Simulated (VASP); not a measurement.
Data:

```yaml
crystal:
  lattice:
    - [4.47378, 0.00000, 0.00000]
    - [0.00000, 4.47378, 0.00000]
    - [0.00000, 0.00000, 3.11242]
  atoms:
    - { symbol: Ru, position: [0.00000, 0.00000, 0.00000] }
    - { symbol: Ru, position: [0.50000, 0.50000, 0.50000] }
    - { symbol: O, position: [0.30531, 0.30531, 0.00000] }
    - { symbol: O, position: [0.80531, 0.19469, 0.50000] }
    - { symbol: O, position: [0.19469, 0.80531, 0.50000] }
    - { symbol: O, position: [0.69469, 0.69469, 0.00000] }
```

Calculation: SCAN meta-GGA, VASP's PBE PAW potentials (set 64) (plane waves; VASP 6.6.1). Run with 520 eV cut-off, 8×8×11 Γ-centred mesh, tetrahedra with Blöchl corrections, potentials Ru_pv O.

The cores are frozen, which limits the accuracy of field gradients.

Task: Give the principal components of the electric field gradient (V/Å²) and the asymmetry η at each nucleus.

Result: 
```csv
atom,Vxx,Vyy,Vzz,η
Ru1,68.5,45.8,-114.3,0.20
Ru2,68.5,45.8,-114.3,0.20
O3,-9.4,-3.8,13.2,0.43
O4,-9.4,-3.8,13.2,0.43
O5,-9.4,-3.8,13.2,0.43
O6,-9.4,-3.8,13.2,0.43
```

The compound is RuO2 in the rutile structure. It was relaxed first.
